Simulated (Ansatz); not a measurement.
# HfN: relaxing cell and atoms and elastic constants

Aim: for HfN, 2 runs in a chain (relaxing cell and atoms and elastic constants).

Method: DFT LDA, scalar-relativistic, plane waves, PAW, in Ansatz 0.2.0.

## (1) The starting structure

The structure is cubic, space group Fm-3m (No. 225). The conventional cell has a = 4.530 Å, b = 4.530 Å, c = 4.530 Å, α = 90.00°, β = 90.00°, γ = 90.00°. Hf (site symmetry m-3m) has 6 N at 2.27 Å as nearest neighbours. N (site symmetry m-3m) has 6 Hf at 2.27 Å as nearest neighbours.

Coordinates:

```cif
data_structure
_symmetry_space_group_name_H-M 'P 1'
_symmetry_Int_Tables_number 1
_cell_length_a 3.2032
_cell_length_b 3.2032
_cell_length_c 3.2032
_cell_angle_alpha 60.000
_cell_angle_beta 60.000
_cell_angle_gamma 60.000
_cell_volume 23.24
loop_
_atom_site_label
_atom_site_type_symbol
_atom_site_fract_x
_atom_site_fract_y
_atom_site_fract_z
_atom_site_occupancy
Hf1 Hf 0.00000 0.00000 0.00000 1
N1 N 0.50000 0.50000 0.50000 1
```

## (2) Relaxing cell and atoms: HfN, no spin

input.yaml reads:

```yaml
crystal:
  lattice:
    - [0.0, 2.265, 2.265]
    - [2.265, 0.0, 2.265]
    - [2.265, 2.265, 0.0]
  atoms:
    - { symbol: Hf, position: [0.0, 0.0, 0.0] }
    - { symbol: "N", position: [0.5, 0.5, 0.5] }
scf:
  occupations: { method: gaussian, width: 0.2 }
output:
  forces: true
  stress: true
  eigenvalues: true
hamiltonian:
  xc: lda
kpoints:
  mp_grid: { grid: [16, 16, 16] }
relax:
  f_tol: 0.005
  max_steps: 60
  cell: { stress_tol: 0.02 }
```

Run with:

```console
> ansatz run input.yaml --threads 4 --pin off --max-ram 10240MiB --backend cpu --events-out ev --progress --plain --runs-dir out
```

What it wrote:

```text
Warning: RAYON_NUM_THREADS=4 ignored (pool sized by the plan → 4); use --threads N
Engine: ansatz 0.2.0, x86_64-unknown-linux-gnu
Pseudopotentials: kind: paw
Pseudopotential: Hf, paw, valence charge 26, recommended cutoff 420 eV (normal), Hf.paw.azcp
Pseudopotential: N, paw, valence charge 5, recommended cutoff 420 eV (normal), N.paw.azcp
Functional definition: SPW92
  exchange = slater_x
  correlation = pw_c
Crystal: 2 atoms, lattice volume = 23.240 Å³
Basis set: ecut = 420 eV, 459 PW (Γ)
Bands: 20, of which v1, the nominal top of the filled ones, is band 16 counted from 1 (15 counted from 0)
Symmetry: 48 space group operations
Space group: Fm-3m (ITA 225), of the structure as read, at distance tolerance 2.9e-5 Å
k-points: 145 of 4096
Non-local potential: Hf, projectors of the file, l = 0: 3, l = 1: 2, l = 2: 2, l = 3: 3
Non-local potential: N, projectors of the file, l = 0: 2, l = 1: 2, l = 2: 1
PAW form: soft (Blöchl's): semilocal exchange-correlation on the pseudo side does not see the compensation charge
PAW frozen core: Hf, regenerated for the run's functional, and the local potential with it (the file was generated under x = pbe(κ = 0.804, μ = 0.2195149727645171), c = pbe(β = 0.06672455060314922))
PAW frozen core: N, regenerated for the run's functional, and the local potential with it (the file was generated under x = pbe(κ = 0.804, μ = 0.2195149727645171), c = pbe(β = 0.06672455060314922))
PAW one-centre angular grid: Hf, 590 points (default); XC on 64 Gauss nodes
PAW one-centre angular grid: N, 110 points (default); XC on 64 Gauss nodes
Initial density: superposition of atomic densities (neutral atoms: chi_scale 0, normalization atom), corrected by the library's trained network
Initial wavefunctions: pseudopotential atomic-orbital guess
Functional: x = slater, c = lda
SCF iter   1: F=—  HF=-15854.621228 eV  |F-HF|=—  |Δ(HF+E_count)|=         —  Δρ=6.80e-3  dr2=8.41e-3  ethr=1.77e-3  ⟨swp⟩=4.7  Hψ=11516  notcnv=0
preconditioner: auto → Kerker (q_TF=auto, 2.863 Å⁻¹)  [metal: Δε(μ)=0.009 eV  Ē_g=18.942 eV  σ=0.200 eV  W_gap=0.02  n_scr=14 (ndim 8)  ℏωp=41.5 eV  f_vac=0.000  D(μ)=0.59/eV (n_scr^D=0)]
SCF iter   2: F=—  HF=-15854.619070 eV  |F-HF|=—  |Δ(HF+E_count)|=   2.16e-3  Δρ=3.07e-3  dr2=9.65e-4  ethr=2.71e-5  ⟨swp⟩=1.9  Hψ=4653  notcnv=0
SCF iter   3: F=—  HF=-15854.618870 eV  |F-HF|=—  |Δ(HF+E_count)|=   2.00e-4  Δρ=1.16e-3  dr2=1.39e-4  ethr=3.11e-6  ⟨swp⟩=2.8  Hψ=5695  notcnv=0
SCF iter   4: F=—  HF=-15854.618797 eV  |F-HF|=—  |Δ(HF+E_count)|=   7.34e-5  Δρ=4.46e-4  dr2=1.67e-5  ethr=4.49e-7  ⟨swp⟩=2.6  Hψ=5458  notcnv=0
SCF iter   5: F=—  HF=-15854.618791 eV  |F-HF|=—  |Δ(HF+E_count)|=   5.73e-6  Δρ=8.38e-5  dr2=7.08e-7  ethr=5.38e-8  ⟨swp⟩=2.6  Hψ=5338  notcnv=0
SCF iter   6: F=—  HF=-15854.618791 eV  |F-HF|=—  |Δ(HF+E_count)|=   7.37e-8  Δρ=1.42e-5  dr2=4.23e-8  ethr=3.23e-10  ⟨swp⟩=6.9  Hψ=14552  notcnv=0
SCF iter   7: F=-15854.618791 eV  HF=-15854.618791 eV  |F-HF|=3.15e-10  |Δ(HF+E_count)|=   5.66e-8  Δρ=3.12e-6  dr2=1.20e-9  ethr=1.36e-10  ⟨swp⟩=5.1  Hψ=11281  notcnv=0
SCF 1 converged in 7 iterations: F = -15854.618791 eV  dr2 = 1.20e-9
relax step   1: F+E_penalty+E_count = -15854.61879129 eV  Δ(F+E_penalty+E_count) = +0.000e0 eV  max|allowed force component| = 9.417e-30 eV/Å  Δτ_max = 0.0000 Å  P = -11.388 GPa  Ω = 23.240 Å³  (7 SCF iters, dr2 threshold 1.00e-7 eV, accepted)
Crystal: 2 atoms, lattice volume = 21.788 Å³
Basis set: ecut = 420 eV, 411 PW (Γ)
Initial density: handed on by an earlier stage of this run
Initial wavefunctions: those handed on with the density
iter 1 solved again at ethr=6.17e-5 eV; its pass at ethr=3.10e-3 eV (dr2=1.91e-2 eV) is discarded
SCF iter   1: F=—  HF=-15854.651000 eV  |F-HF|=—  |Δ(HF+E_count)|=         —  Δρ=9.58e-3  dr2=1.92e-2  ethr=6.17e-5  ⟨swp⟩=1.0  Hψ=15176  notcnv=0
preconditioner: auto → Kerker (q_TF=auto, 2.893 Å⁻¹)  [metal: Δε(μ)=0.024 eV  Ē_g=19.226 eV  σ=0.200 eV  W_gap=0.07  n_scr=14 (ndim 8)  ℏωp=42.8 eV  f_vac=0.000  D(μ)=0.54/eV (n_scr^D=0)]
SCF iter   2: F=—  HF=-15854.646409 eV  |F-HF|=—  |Δ(HF+E_count)|=   4.59e-3  Δρ=2.06e-3  dr2=8.98e-4  ethr=6.17e-5  ⟨swp⟩=2.0  Hψ=3943  notcnv=0
SCF iter   3: F=—  HF=-15854.646316 eV  |F-HF|=—  |Δ(HF+E_count)|=   9.29e-5  Δρ=1.03e-3  dr2=2.03e-4  ethr=2.90e-6  ⟨swp⟩=2.0  Hψ=4815  notcnv=0
SCF iter   4: F=—  HF=-15854.646315 eV  |F-HF|=—  |Δ(HF+E_count)|=   1.02e-6  Δρ=6.75e-4  dr2=9.90e-5  ethr=6.55e-7  ⟨swp⟩=2.0  Hψ=4641  notcnv=0
SCF iter   5: F=—  HF=-15854.646268 eV  |F-HF|=—  |Δ(HF+E_count)|=   4.66e-5  Δρ=1.09e-4  dr2=2.66e-6  ethr=3.19e-7  ⟨swp⟩=2.0  Hψ=4848  notcnv=0
SCF iter   6: F=—  HF=-15854.646274 eV  |F-HF|=—  |Δ(HF+E_count)|=   5.13e-6  Δρ=5.93e-5  dr2=5.76e-7  ethr=8.57e-9  ⟨swp⟩=2.0  Hψ=5147  notcnv=0
SCF iter   7: F=-15854.646273 eV  HF=-15854.646273 eV  |F-HF|=8.39e-10  |Δ(HF+E_count)|=   4.34e-7  Δρ=8.78e-6  dr2=9.19e-9  ethr=6.45e-10  ⟨swp⟩=6.0  Hψ=14373  notcnv=0
SCF 2 converged in 7 iterations: F = -15854.646273 eV  dr2 = 9.19e-9
relax step   2: F+E_penalty+E_count = -15854.64627307 eV  Δ(F+E_penalty+E_count) = -2.748e-2 eV  max|allowed force component| = 3.024e-29 eV/Å  Δτ_max = 0.0000 Å  P = +7.626 GPa  Ω = 21.788 Å³  energy of the carried Pulay correction = +5.630e-3 eV  (7 SCF iters, dr2 threshold 2.00e-7 eV, accepted)
Crystal: 2 atoms, lattice volume = 22.348 Å³
iter 1 solved again at ethr=1.15e-5 eV; its pass at ethr=3.10e-3 eV (dr2=3.58e-3 eV) is discarded
SCF iter   1: F=—  HF=-15854.657115 eV  |F-HF|=—  |Δ(HF+E_count)|=         —  Δρ=4.01e-3  dr2=3.54e-3  ethr=1.15e-5  ⟨swp⟩=1.0  Hψ=15212  notcnv=0
preconditioner: auto → Kerker (q_TF=auto, 2.881 Å⁻¹)  [metal: Δε(μ)=0.012 eV  Ē_g=19.147 eV  σ=0.200 eV  W_gap=0.03  n_scr=14 (ndim 8)  ℏωp=42.3 eV  f_vac=0.000  D(μ)=0.56/eV (n_scr^D=0)]
SCF iter   2: F=—  HF=-15854.656279 eV  |F-HF|=—  |Δ(HF+E_count)|=   8.36e-4  Δρ=8.30e-4  dr2=1.53e-4  ethr=1.14e-5  ⟨swp⟩=2.0  Hψ=3934  notcnv=0
SCF iter   3: F=—  HF=-15854.656267 eV  |F-HF|=—  |Δ(HF+E_count)|=   1.22e-5  Δρ=4.21e-4  dr2=3.54e-5  ethr=4.93e-7  ⟨swp⟩=2.0  Hψ=5029  notcnv=0
SCF iter   4: F=—  HF=-15854.656268 eV  |F-HF|=—  |Δ(HF+E_count)|=   1.20e-6  Δρ=2.74e-4  dr2=1.67e-5  ethr=1.14e-7  ⟨swp⟩=2.0  Hψ=4640  notcnv=0
SCF iter   5: F=—  HF=-15854.656259 eV  |F-HF|=—  |Δ(HF+E_count)|=   9.00e-6  Δρ=4.79e-5  dr2=5.28e-7  ethr=5.38e-8  ⟨swp⟩=2.0  Hψ=4832  notcnv=0
SCF iter   6: F=—  HF=-15854.656260 eV  |F-HF|=—  |Δ(HF+E_count)|=   8.87e-7  Δρ=2.49e-5  dr2=1.07e-7  ethr=6.45e-10  ⟨swp⟩=6.0  Hψ=14454  notcnv=0
SCF iter   7: F=-15854.656260 eV  HF=-15854.656260 eV  |F-HF|=4.38e-10  |Δ(HF+E_count)|=   6.99e-8  Δρ=3.82e-6  dr2=1.98e-9  ethr=3.47e-10  ⟨swp⟩=4.7  Hψ=10595  notcnv=0
SCF 3 converged in 7 iterations: F = -15854.656260 eV  dr2 = 1.98e-9
relax step   3: F+E_penalty+E_count = -15854.65626006 eV  Δ(F+E_penalty+E_count) = -9.987e-3 eV  max|allowed force component| = 4.142e-30 eV/Å  Δτ_max = 0.0000 Å  P = -0.470 GPa  Ω = 22.348 Å³  energy of the carried Pulay correction = +3.416e-3 eV  (7 SCF iters, dr2 threshold 2.00e-7 eV, accepted)
Crystal: 2 atoms, lattice volume = 22.315 Å³
iter 1 solved again at ethr=3.79e-8 eV; its pass at ethr=3.10e-3 eV (dr2=1.18e-5 eV) is discarded
SCF iter   1: F=—  HF=-15854.656444 eV  |F-HF|=—  |Δ(HF+E_count)|=         —  Δρ=2.27e-4  dr2=1.12e-5  ethr=3.79e-8  ⟨swp⟩=2.2  Hψ=13918  notcnv=0
preconditioner: auto → Kerker (q_TF=auto, 2.882 Å⁻¹)  [metal: Δε(μ)=0.015 eV  Ē_g=19.139 eV  σ=0.200 eV  W_gap=0.04  n_scr=14 (ndim 8)  ℏωp=42.3 eV  f_vac=0.000  D(μ)=0.56/eV (n_scr^D=0)]
SCF iter   2: F=—  HF=-15854.656441 eV  |F-HF|=—  |Δ(HF+E_count)|=   2.68e-6  Δρ=4.77e-5  dr2=4.95e-7  ethr=3.62e-8  ⟨swp⟩=2.0  Hψ=3991  notcnv=0
SCF iter   3: F=-15854.656441 eV  HF=-15854.656441 eV  |F-HF|=4.02e-8  |Δ(HF+E_count)|=   5.24e-8  Δρ=2.40e-5  dr2=1.15e-7  ethr=6.45e-10  ⟨swp⟩=5.0  Hψ=11836  notcnv=0
SCF 4 converged in 3 iterations: F = -15854.656441 eV  dr2 = 1.15e-7
relax step   4: F+E_penalty+E_count = -15854.65644083 eV  Δ(F+E_penalty+E_count) = -1.808e-4 eV  max|allowed force component| = 6.311e-30 eV/Å  Δτ_max = 0.0000 Å  P = -0.017 GPa  Ω = 22.315 Å³  energy of the carried Pulay correction = +3.546e-3 eV  (3 SCF iters, dr2 threshold 2.00e-7 eV, accepted)
Initial wavefunctions: pseudopotential atomic-orbital guess (no wavefunctions were taken with the density)
iter 1 solved again at ethr=9.07e-9 eV; its pass at ethr=3.10e-3 eV (dr2=2.81e-6 eV) is discarded
SCF iter   1: F=—  HF=-15854.653405 eV  |F-HF|=—  |Δ(HF+E_count)|=         —  Δρ=2.47e-4  dr2=2.21e-6  ethr=9.07e-9  ⟨swp⟩=3.5  Hψ=21238  notcnv=0
preconditioner: auto → Kerker (q_TF=auto, 2.882 Å⁻¹)  [metal: Δε(μ)=0.015 eV  Ē_g=19.140 eV  σ=0.200 eV  W_gap=0.04  n_scr=14 (ndim 8)  ℏωp=42.3 eV  f_vac=0.000  D(μ)=0.56/eV (n_scr^D=0)]
SCF iter   2: F=—  HF=-15854.653405 eV  |F-HF|=—  |Δ(HF+E_count)|=   1.63e-7  Δρ=1.27e-4  dr2=6.04e-7  ethr=7.11e-9  ⟨swp⟩=2.0  Hψ=4557  notcnv=0
SCF iter   3: F=—  HF=-15854.653405 eV  |F-HF|=—  |Δ(HF+E_count)|=   8.57e-8  Δρ=6.13e-5  dr2=1.49e-7  ethr=1.95e-9  ⟨swp⟩=2.0  Hψ=3915  notcnv=0
SCF iter   4: F=—  HF=-15854.653405 eV  |F-HF|=—  |Δ(HF+E_count)|=   2.69e-8  Δρ=7.54e-6  dr2=4.22e-9  ethr=4.81e-10  ⟨swp⟩=2.0  Hψ=4153  notcnv=0
SCF iter   5: F=—  HF=-15854.653405 eV  |F-HF|=—  |Δ(HF+E_count)|=   4.70e-9  Δρ=2.41e-6  dr2=1.08e-9  ethr=1.36e-11  ⟨swp⟩=2.0  Hψ=5165  notcnv=0
SCF iter   6: F=—  HF=-15854.653405 eV  |F-HF|=—  |Δ(HF+E_count)|=  2.22e-10  Δρ=3.11e-7  dr2=1.76e-11  ethr=3.49e-12  ⟨swp⟩=1.7  Hψ=3609  notcnv=0
SCF iter   7: F=—  HF=-15854.653405 eV  |F-HF|=—  |Δ(HF+E_count)|=  2.73e-11  Δρ=1.76e-7  dr2=4.99e-12  ethr=1.00e-12  ⟨swp⟩=5.9  Hψ=13488  notcnv=0
SCF iter   8: F=-15854.653405 eV  HF=-15854.653405 eV  |F-HF|=1.82e-12  |Δ(HF+E_count)|=    0.00e0  Δρ=6.12e-8  dr2=4.78e-13  ethr=1.00e-12  ⟨swp⟩=5.3  Hψ=12641  notcnv=0
SCF 5 converged in 8 iterations: F = -15854.653405 eV  dr2 = 4.78e-13
relax step   5: F+E_penalty+E_count = -15854.65340506 eV  Δ(F+E_penalty+E_count) = +3.036e-3 eV  max|allowed force component| = 4.602e-30 eV/Å  Δτ_max = 0.0000 Å  P = -0.185 GPa  Ω = 22.315 Å³  stress off target by 1.85e-1 GPa  SCF on the basis re-selected at this cell (its energy is not comparable with the rows above)  (8 SCF iters)
basis re-selected at this cell: Δ(F+E_penalty+E_count) = +3.036e-3 eV, ΔP = -0.168 GPa vs the last step (what re-selecting the basis moved, of the pressure what is left beyond the Pulay correction that the steps carried, after the strain that the cell walked since its last selection, with what the two solves' SCF thresholds leave and, on support functions, any second-order correction that the steps lacked; it is no measure of the basis error at this ecutwfc). This SCF's stress stands 1.85e-1 GPa from its target on what of the cell is left free (relax.cell.stress_tol is 2.00e-2 GPa) and its largest allowed force component is 4.60e-30 eV/Å (relax.f_tol is 5.00e-3 eV/Å): not within both, so this SCF does not close the relaxation
Crystal: 2 atoms, lattice volume = 22.301 Å³
iter 1 solved again at ethr=6.46e-9 eV; its pass at ethr=3.10e-3 eV (dr2=2.00e-6 eV) is discarded
SCF iter   1: F=—  HF=-15854.653469 eV  |F-HF|=—  |Δ(HF+E_count)|=         —  Δρ=9.37e-5  dr2=1.91e-6  ethr=6.46e-9  ⟨swp⟩=2.3  Hψ=13870  notcnv=0
preconditioner: auto → Kerker (q_TF=auto, 2.882 Å⁻¹)  [metal: Δε(μ)=0.015 eV  Ē_g=19.142 eV  σ=0.200 eV  W_gap=0.04  n_scr=14 (ndim 8)  ℏωp=42.3 eV  f_vac=0.000  D(μ)=0.56/eV (n_scr^D=0)]
SCF iter   2: F=-15854.653468 eV  HF=-15854.653469 eV  |F-HF|=4.48e-8  |Δ(HF+E_count)|=   4.55e-7  Δρ=1.96e-5  dr2=8.53e-8  ethr=2.77e-10  ⟨swp⟩=3.6  Hψ=12400  notcnv=0
SCF 6 converged in 2 iterations: F = -15854.653468 eV  dr2 = 8.53e-8
relax step   6: F+E_penalty+E_count = -15854.65346850 eV  Δ(F+E_penalty+E_count) = -6.344e-5 eV  max|allowed force component| = 1.551e-29 eV/Å  Δτ_max = 0.0000 Å  P = -0.001 GPa  Ω = 22.301 Å³  energy of the carried Pulay correction = +5.559e-5 eV  (2 SCF iters, dr2 threshold 8.59e-8 eV, accepted)
iter 1 solved again at ethr=7.84e-9 eV; its pass at ethr=3.10e-3 eV (dr2=2.43e-6 eV) is discarded
SCF iter   1: F=—  HF=-15854.653394 eV  |F-HF|=—  |Δ(HF+E_count)|=         —  Δρ=1.94e-5  dr2=7.85e-8  ethr=7.84e-9  ⟨swp⟩=3.6  Hψ=21363  notcnv=0
SCF iter   2: F=—  HF=-15854.653394 eV  |F-HF|=—  |Δ(HF+E_count)|=   1.08e-8  Δρ=1.19e-5  dr2=2.68e-8  ethr=2.53e-10  ⟨swp⟩=2.0  Hψ=4444  notcnv=0
SCF iter   3: F=—  HF=-15854.653394 eV  |F-HF|=—  |Δ(HF+E_count)|=   1.71e-9  Δρ=6.85e-6  dr2=1.02e-8  ethr=8.65e-11  ⟨swp⟩=2.0  Hψ=4794  notcnv=0
SCF iter   4: F=—  HF=-15854.653394 eV  |F-HF|=—  |Δ(HF+E_count)|=   4.89e-9  Δρ=2.15e-6  dr2=1.07e-9  ethr=3.29e-11  ⟨swp⟩=2.0  Hψ=4860  notcnv=0
SCF iter   5: F=—  HF=-15854.653394 eV  |F-HF|=—  |Δ(HF+E_count)|=  5.68e-10  Δρ=6.85e-7  dr2=1.13e-10  ethr=3.47e-12  ⟨swp⟩=2.0  Hψ=4774  notcnv=0
SCF iter   6: F=—  HF=-15854.653394 eV  |F-HF|=—  |Δ(HF+E_count)|=  1.29e-10  Δρ=3.35e-7  dr2=2.34e-11  ethr=1.00e-12  ⟨swp⟩=2.0  Hψ=5041  notcnv=0
SCF iter   7: F=-15854.653394 eV  HF=-15854.653394 eV  |F-HF|=0.00e0  |Δ(HF+E_count)|=  2.36e-11  Δρ=7.15e-8  dr2=9.29e-13  ethr=1.00e-12  ⟨swp⟩=4.4  Hψ=15073  notcnv=0
SCF 7 converged in 7 iterations: F = -15854.653394 eV  dr2 = 9.29e-13
relax step   7: F+E_penalty+E_count = -15854.65339416 eV  Δ(F+E_penalty+E_count) = +7.434e-5 eV  max|allowed force component| = 5.588e-30 eV/Å  Δτ_max = 0.0000 Å  P = -0.002 GPa  Ω = 22.301 Å³  stress off target by 1.73e-3 GPa  SCF on the basis re-selected at this cell (its energy is not comparable with the rows above)  (7 SCF iters)
basis re-selected at this cell: Δ(F+E_penalty+E_count) = +7.434e-5 eV, ΔP = -0.001 GPa vs the last step (what re-selecting the basis moved, of the pressure what is left beyond the Pulay correction that the steps carried, after the strain that the cell walked since its last selection, with what the two solves' SCF thresholds leave and, on support functions, any second-order correction that the steps lacked; it is no measure of the basis error at this ecutwfc). This SCF's stress stands 1.73e-3 GPa from its target on what of the cell is left free (relax.cell.stress_tol is 2.00e-2 GPa) and its largest allowed force component is 5.59e-30 eV/Å (relax.f_tol is 5.00e-3 eV/Å): within both
SCF converged after 7 iterations
Free energy (F): -15854.653394 eV
Harris-Foulkes:  -15854.653394 eV  (|F-HF|=0.00e0)
Internal energy: -15854.642172 eV  (E = F + TS)
E sigma→0 (E₀):  -15854.647783 eV
Entropy (-TS):   -0.011222 eV (-5.611 meV/atom)
Fermi energy:    24.306618 eV
--- Per-component energies (eV) ---
  E_band       = 197.818958
  E_kinetic    = 559.427237
  E_local      = -4639.929105  (includes V_loc(G=0)·N_el)
  E_nonlocal   = -1185.133888
  E_hartree    = 2207.656491
  E_xc         = -359.378560
  E_vxc        = -345.771380  (∫ρ·V_xc dr)
  E_paw        = -6804.361200  (= ΣΔE_a)
  E_vpaw       = 1393.913079  (= ΣTr[D̂ρ^β])
  E_aug_tail   = 0.000092  (compensation charges beyond the density's cutoff)
  E_ewald      = -5635.460526
  E_core_change = 2.537287  (= ΣΔE_core)
  E_smearing   = -0.011222  (= −TS)
  E_closure    = -0.000000  (closes the sum)
  Σ components = -15854.653394   (vs F -15854.653394, Δ=0.00e0)
--- Forces (eV/Å), atoms counted from 1 ---
  atom   1  Hf    -0.00000000    -0.00000000    -0.00000000
  atom   2  N      0.00000000    -0.00000000    -0.00000000
  max |Σ_I F_I| component: 1.09e-29 eV/Å
--- Stress (GPa, compression-positive) ---
       -0.001735      -0.000000      -0.000000
       -0.000000      -0.001735      -0.000000
       -0.000000      -0.000000      -0.001735
  P = ⅓ Tr σ = -0.0017 GPa (-0.017 kbar)
--- Band table (eV; the first three rows and the last of 145) ---
  k-point 0: bands = ["-38.2782", "-6.6659", "-6.6659", "-6.6659", "6.8239", "11.7370", "11.7370", "11.7370", "11.7769", "11.8879", "11.8879", "11.8879", "21.4003", "21.4003", "21.4003", "23.8648", "23.8648", "23.8648", "26.2653", "26.2653"]
  k-point 1: bands = ["-38.2754", "-6.7122", "-6.6696", "-6.6696", "6.9210", "11.7377", "11.7407", "11.7407", "11.7791", "11.8847", "11.8847", "11.8880", "20.9782", "21.1355", "21.1355", "24.0047", "24.0098", "24.0098", "26.5935", "26.5935"]
  k-point 2: bands = ["-38.2676", "-6.8416", "-6.6801", "-6.6801", "7.1989", "11.7410", "11.7514", "11.7514", "11.7856", "11.8758", "11.8758", "11.8884", "20.0445", "20.5347", "20.5347", "24.2470", "24.3841", "24.3841", "27.4372", "27.4372"]
  k-point 144: bands = ["-38.1817", "-7.2983", "-7.2983", "-7.0604", "8.5870", "11.7942", "11.8097", "11.8097", "11.8356", "11.8356", "11.8642", "11.9096", "18.0613", "18.8247", "18.8247", "25.4680", "25.4680", "30.0336", "30.1748", "30.6885"]
--- Relaxed structure (5 steps of the walk, 5 accepted, 2 SCFs on fresh bases) ---
  F+E_penalty+E_count = -15854.65339416 eV   max|allowed force component| = 5.588e-30 eV/Å   (the final SCF, on the basis selected at the relaxed cell)
  cell:  # Å, volume = 22.3009 Å³
    - [1.952960561983263e-33, 2.23407437291393, 2.23407437291393]
    - [2.23407437291393, -2.48319771415646e-33, 2.23407437291393]
    - [2.23407437291393, 2.23407437291393, -1.3725658413612495e-33]
  atoms:
    - { symbol: Hf, position: [-1.860031679180553e-35, 2.214323427596119e-35, 4.340073918089374e-35] }
    - { symbol: N, position: [0.5, 0.5, 0.5] }
```

Run time: 7.6 s. Hardware: 4 threads of Intel Xeon Platinum 8488C (Sapphire Rapids), shared host; peak memory 0.45 GiB.

Step by step:

| step | energy from step 1 (eV/cell) | largest force component (eV/Å) | pressure (GPa) | volume (Å³) |
| --- | --- | --- | --- | --- |
| 1 | 0.0000 | 0.0000 | -11.39 | 23.24 |
| 2 | -0.0275 | 0.0000 | 7.63 | 21.79 |
| 3 | -0.0375 | 0.0000 | -0.47 | 22.35 |
| 4 | -0.0376 | 0.0000 | -0.02 | 22.31 |
| 5 | -0.0346 | 0.0000 | -0.19 | 22.31 |
| 6 | -0.0347 | 0.0000 | 0.00 | 22.30 |
| 7 | -0.0346 | 0.0000 | 0.00 | 22.30 |

Step 1 is the start. Steps 5, 7 each repeat the geometry before them on a plane-wave basis chosen anew, so the energy can jump there without any move.

Lengths and angles in the start's conventional setting:

|  | before | after | change |
| --- | --- | --- | --- |
| a (Å) | 4.530 | 4.468 | -1.4 % |
| b (Å) | 4.530 | 4.468 | -1.4 % |
| c (Å) | 4.530 | 4.468 | -1.4 % |
| volume (Å³/atom) | 11.62 | 11.15 | -4.0 % |
| shortest distance (Å) | 2.265 | 2.234 | -1.4 % |
| space group (0.01 Å) | Fm-3m | Fm-3m | same |

The run keeps the 48 symmetry operations of the start, so it could not have lowered the symmetry.

[end of part 1 of 2]
